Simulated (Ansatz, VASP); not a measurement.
**V in VASP and in Ansatz**

POSCAR

```
V
1.0
   -1.4917693513      1.4917693513      1.4917693513
    1.4917693513     -1.4917693513      1.4917693513
    1.4917693513      1.4917693513     -1.4917693513
V
1
Direct
    0.0000000000      0.0000000000      0.0000000000
```

The input INCAR.step1:

```
PREC = Accurate
ENCUT = 520
ISMEAR = 0
SIGMA = 0.01
LREAL = F
LASPH = T
NELM = 80
NBANDS = 12
GGA = PE
ALGO = Normal
EDIFF = 1E-4
LWAVE = T
LCHARG = F
```

The input INCAR.step2:

```
PREC = Accurate
ENCUT = 520
EDIFF = 1E-6
ISMEAR = 0
SIGMA = 0.01
LREAL = F
LASPH = T
NELM = 80
ALGO = Normal
ISIF = 2
LWAVE = F
LCHARG = T
METAGGA = R2SCAN
LMIXTAU = T
LELF = T
LVHAR = T
NBANDS = 12
ISTART = 1
```

Contents of KPOINTS:

```
regular mesh
0
Gamma
  15 15 15
```

Input for Ansatz:

```yaml
crystal:
  lattice:
    - [-1.4917693513, 1.4917693513, 1.4917693513]
    - [1.4917693513, -1.4917693513, 1.4917693513]
    - [1.4917693513, 1.4917693513, -1.4917693513]
  atoms:
    - { symbol: V, position: [0.0, 0.0, 0.0] }
hamiltonian:
  xc: r2scan
  pseudopotentials:
    kind: paw
    azcp:
      V: "pseudopotentials/V.paw.azcp"
basis:
  ecutwfc: 500
  fft_grid_basis: typed
kpoints:
  mp_grid: { grid: [15, 15, 15], shift: [0, 0, 0] }
magnetization:
  spin_polarized: false
scf:
  occupations: { method: gaussian, width: 0.01 }
  lower_state_search: "off"
output:
  stress: true
```

Alike in both runs: task single point; functional r2SCAN; k mesh 15 × 15 × 15; occupations gaussian, width 0.01 eV; no spin polarisation.

|  | VASP | Ansatz |
| --- | --- | --- |
| version | VASP 6.6.1 | Ansatz 0.2.0 |
| potentials or method | VASP PAW PBE potentials, release 64 (V_sv) | plane waves (500 eV) with PAW, scalar-relativistic |
| plane-wave cutoff (eV) | 520 | 500 |
| valence electrons in the cell | 13 | 13 |

```csv
,VASP,Ansatz,Ansatz less VASP
pressure (GPa),-0.2,-0.9,-0.71
```

Caveats: the PAW data sets were made with another functional, which shifts forces and pressure a little (VASP).
